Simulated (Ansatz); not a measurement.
Ansatz input

```yaml
crystal:
  lattice:
    - [4.2110844045, 0.0, 0.0]
    - [-2.1055422022, 3.6469060718, 0.0]
    - [0.0, 0.0, 2.6457311233]
  atoms:
    - { symbol: Ru, position: [1.0, 1.0, 0.0], spin: 1.0 }
    - { symbol: Ru, position: [0.3333333333, 0.6666666667, 0.5], spin: 1.0 }
    - { symbol: Ru, position: [0.6666666667, 0.3333333333, 0.5], spin: 1.0 }
hamiltonian:
  xc: pbe
  pseudopotentials:
    kind: paw
    azcp:
      Ru: "pseudopotentials/Ru.paw.azcp"
basis:
  ecutwfc: 420
  fft_grid_basis: typed
kpoints:
  mp_grid: { grid: [11, 11, 15], shift: [0, 0, 0] }
magnetization:
  spin_polarized: true
scf:
  occupations: { method: fermi_dirac, width: 0.05 }
output:
  stress: true
```

and its output:

```
Engine: ansatz 0.2.0, aarch64-unknown-linux-gnu
Pseudopotentials: kind: paw
Pseudopotential: Ru, paw, valence charge 16, recommended cutoff 420 eV (normal) 
Functional definition: PBE
  parameter kappa = 0.804
  parameter beta = 0.06672455060314922
  exchange = pbe_x(kappa = kappa, mu = beta*pi^2/3)
  correlation = pbe_c(beta = beta)
Crystal: 3 atoms, lattice volume = 40.632 Å³
Basis set: ecut = 420 eV, 783 PW (Γ)
Bands: 31, of which v1, the nominal top of the filled ones, is band 24 counted from 1 (23 counted from 0)
Symmetry: 24 space group operations
Space group: P6/mmm (ITA 191), of the structure as read, at distance tolerance 3.4e-5 Å
Magnetic group: BNS 191.233 (UNI 1463), of the structure as read, at distance tolerance 3.4e-5 Å
k-points: 128 of 1815
Non-local potential: Ru, projectors of the file, l = 0: 3, l = 1: 2, l = 2: 2, l = 3: 1
PAW form: soft (Blöchl's): semilocal exchange-correlation on the pseudo side does not see the compensation charge
PAW one-centre angular grid: Ru, 590 points (default); XC on 64 Gauss nodes
Initial density: superposition of atomic densities (chi_scale 0.1, normalization cell)
Starting moments: Σ|m| = 3 μB on 3 of 3 sites
Initial wavefunctions: pseudopotential atomic-orbital guess
Functional: x = pbe(κ = 0.804, μ = 0.2195149727645171), c = pbe(β = 0.06672455060314922)
SCF iter   1: F=—  HF=-17638.736628 eV  |F-HF|=—  |Δ(HF+E_count)|=         —  Δρ=9.81e-2 (↑9.81e-2 ↓4.27e-2)  dr2=5.37e0  dr2_m=8.39e-1  M=0.351 μB ∫|m|=0.351 μB  β_m=0.30  ethr=3.10e-3  ⟨swp⟩=5.3  Hψ=29056  notcnv=0
Mixer restart at iter 1: flushing history
SCF iter   2: F=—  HF=-17636.446943 eV  |F-HF|=—  |Δ(HF+E_count)|=    2.29e0  Δρ=6.75e-2 (↑6.75e-2 ↓3.00e-2)  dr2=2.38e0  dr2_m=4.37e-1  M=0.283 μB ∫|m|=0.283 μB  β_m=0.61  ethr=3.10e-3  ⟨swp⟩=2.9  Hψ=14931  notcnv=0  defer=139
SCF iter   3: F=—  HF=-17635.248926 eV  |F-HF|=—  |Δ(HF+E_count)|=    1.20e0  Δρ=7.00e-3 (↑6.39e-3 ↓7.00e-3)  dr2=1.09e-2  dr2_m=9.63e-3  M=0.063 μB ∫|m|=0.064 μB  β_m=0.80  ethr=3.10e-3  ⟨swp⟩=2.4  Hψ=14652  notcnv=0  defer=139
SCF iter   4: F=—  HF=-17635.240055 eV  |F-HF|=—  |Δ(HF+E_count)|=   8.87e-3  Δρ=2.39e-3 (↑2.15e-3 ↓2.39e-3)  dr2=1.21e-2  dr2_m=1.12e-4  M=0.007 μB ∫|m|=0.011 μB  β_m=0.66  ethr=2.27e-5  ⟨swp⟩=2.2  Hψ=17879  notcnv=0  defer=91
SCF iter   5: F=—  HF=-17635.239304 eV  |F-HF|=—  |Δ(HF+E_count)|=   7.51e-4  Δρ=2.24e-3 (↑2.24e-3 ↓1.79e-3)  dr2=1.17e-2  dr2_m=7.73e-5  M=0.007 μB ∫|m|=0.010 μB  β_m=0.47  ethr=2.27e-5  ⟨swp⟩=2.0  Hψ=14034  notcnv=0  defer=91
SCF iter   6: F=—  HF=-17635.238429 eV  |F-HF|=—  |Δ(HF+E_count)|=   8.75e-4  Δρ=1.02e-3 (↑1.02e-3 ↓7.29e-4)  dr2=2.00e-3  dr2_m=3.60e-5  M=0.004 μB ∫|m|=0.007 μB  β_m=0.69  ethr=2.27e-5  ⟨swp⟩=1.0  Hψ=7936  notcnv=0  defer=91
SCF iter   7: F=—  HF=-17635.238286 eV  |F-HF|=—  |Δ(HF+E_count)|=   1.43e-4  Δρ=2.83e-4 (↑2.83e-4 ↓1.60e-4)  dr2=1.14e-4  dr2_m=6.09e-6  M=0.002 μB ∫|m|=0.003 μB  β_m=0.78  ethr=4.16e-6  ⟨swp⟩=1.7  Hψ=8267  notcnv=0  defer=91
SCF iter   8: F=—  HF=-17635.238282 eV  |F-HF|=—  |Δ(HF+E_count)|=   4.50e-6  Δρ=5.24e-5 (↑5.24e-5 ↓2.14e-5)  dr2=1.67e-6  dr2_m=2.42e-7  M=0.000 μB ∫|m|=0.001 μB  β_m=0.83  ethr=2.38e-7  ⟨swp⟩=2.0  Hψ=9636  notcnv=0  defer=91
SCF iter   9: F=—  HF=-17635.238281 eV  |F-HF|=—  |Δ(HF+E_count)|=   5.17e-7  Δρ=8.53e-6 (↑8.53e-6 ↓6.28e-6)  dr2=2.41e-8  dr2_m=1.64e-8  M=0.000 μB ∫|m|=0.000 μB  β_m=0.88  ethr=3.48e-9  ⟨swp⟩=2.0  Hψ=13855  notcnv=0  defer=91
SCF iter  10: F=—  HF=-17635.238281 eV  |F-HF|=—  |Δ(HF+E_count)|=   5.46e-9  Δρ=1.85e-6 (↑8.58e-7 ↓1.85e-6)  dr2=5.53e-9  dr2_m=1.32e-10  M=0.000 μB ∫|m|=0.000 μB  β_m=0.87  ethr=5.02e-11  ⟨swp⟩=2.0  Hψ=14174  notcnv=0  defer=91
SCF iter  11: F=-17635.238281 eV  HF=-17635.238281 eV  |F-HF|=4.56e-9  |Δ(HF+E_count)|=  8.08e-10  Δρ=1.33e-6 (↑1.17e-6 ↓1.33e-6)  dr2=4.88e-9  dr2_m=3.60e-12  M=-0.000 μB ∫|m|=0.000 μB  ethr=1.15e-11  ⟨swp⟩=1.2  Hψ=17896  notcnv=0
SCF 1 converged in 11 iterations: F = -17635.238281 eV  dr2 = 4.88e-9
WARN: the starting moments were not kept: the SCF closed with an absolute magnetisation of 4.2e-6 μB, where they sum to 3 μB in size (3 sites). That is at most 0.1 of that sum. Measured as dr2_m measures the in/out step, that magnetisation stands 3.8e-12 eV from none, at or under the dr2_threshold of 1.0e-7 eV: it is no larger than a step whose dr2_m would equal this threshold. The system may hold no moment; this SCF shows only that its start led to no more than that. To try another start: raise the starting moments (crystal.atoms[].spin, magnetization.per_species, magnetization.initial_magnetization, or on a non-collinear deck that types none of these the spinor_matrix: blocks that start its atoms; where the total moment is fixed, keep their sum and leave initial_magnetization as it is; typed ones take the place of any that the run laid by itself, positive ones on a crystal's lanthanoids without a Hubbard term where scf.initial_density.shell_occupations: [] is typed) or, if the notice of its spin-set hold's release reads "site moments contracting" or "site moments show no strong build", lengthen the hold (scf.mixing.spin_hold: { on: { confirm: 4 } }; for m-r²SCAN on two components see the key's manual first). Each may lead to a state that holds a moment. A second SCF, from the converged charge density, with the starting moments and any scf.initial_density.shell_occupations laid on it anew, would have followed, and was not run: the deck does not ask for one (magnetization.retry_lost_moments is false, the default). To let it run, set magnetization.retry_lost_moments: true and run the deck again, where that key's refused combinations let it; where memory then withholds it, that run's warning says so.
SCF converged after 11 iterations
Magnetization: -0.0000 μB (24.0000 up, 24.0000 down)
Absolute magnetization: 0.0000 μB (∫|ρ↑−ρ↓|, with the PAW one-centre terms)
Spin contamination: 0.0000 ħ² per cell (⟨S²⟩ above its minimum at these occupations)
Per-site moments (μB) at R_I (Å): [(-2.3113094699318156e-6, 1.09136408836125), (5.898190157594864e-7, 1.0028991697419014), (5.898190157594866e-7, 1.0028991697419014)]
Free energy (F): -17635.238281 eV
Harris-Foulkes:  -17635.238281 eV  (|F-HF|=4.56e-9)
Internal energy: -17635.210013 eV  (E = F + TS)
E sigma→0 (E₀):  -17635.224147 eV
Entropy (-TS):   -0.028269 eV (-9.423 meV/atom)
Fermi energy:    23.785645 eV
--- Per-component energies (eV) ---
  E_band       = -154.719424
  E_kinetic    = 1546.547428
  E_local      = -3794.405757  (includes V_loc(G=0)·N_el)
  E_nonlocal   = 1030.774448
  E_hartree    = 1223.691819
  E_xc         = -572.645054
  E_vxc        = -719.036824  (∫ρ·V_xc dr)
  E_paw        = -10382.911449  (= ΣΔE_a)
  E_vpaw       = -665.981839  (= ΣTr[D̂ρ^β])
  E_aug_tail   = -0.000504  (compensation charges beyond the density's cutoff)
  E_ewald      = -6686.260943
  E_smearing   = -0.028269  (= −TS)
  E_closure    = 0.000000  (closes the sum)
  Σ components = -17635.238281   (vs F -17635.238281, Δ=0.00e0)
--- Stress (GPa, compression-positive) ---
       13.615213       0.000000       0.000000
        0.000000      13.615213       0.000000
        0.000000       0.000000      12.463567
  P = ⅓ Tr σ = 13.2313 GPa (132.313 kbar)
```
